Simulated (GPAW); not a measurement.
BN:

```
CELL_PARAMETERS angstrom
0.00000 1.81300 1.81300
1.81300 0.00000 1.81300
1.81300 1.81300 0.00000
ATOMIC_POSITIONS crystal
N 0.25000 0.25000 0.25000
B 0.00000 0.00000 0.00000
```

The cell is a database's computed one.

Base run:

- Program: GPAW 26.7.0
- Functional: LDA
- Potentials or basis: the program's PAW data sets (release 1.2.1) made for this functional
- Cutoff: 600 eV
- Basis: pw
- k mesh: 10 × 10 × 10
- Occupations: fermi-dirac, width 0.05 eV
- Spin: no spin polarisation

Its results: band gap on the k mesh 4.33 eV, indirect (least direct gap 8.65 eV).

Problem. The run is repeated on the same cell with these changes: functional from LDA to GLLB-SC; occupations from fermi-dirac, width 0.05 eV to fermi-dirac, width 0.001 eV. What comes out?

Solution. Band gap on the k mesh, kohn-sham part alone 4.98 eV, indirect (least direct gap 9.63 eV).

Caveats: a model potential gives levels but no total energy (some runs); the long-wavelength limit can be off by a per cent or two (some runs); response on these states lacks terms of the Hamiltonian (some runs).

A k mesh can miss the band edges.
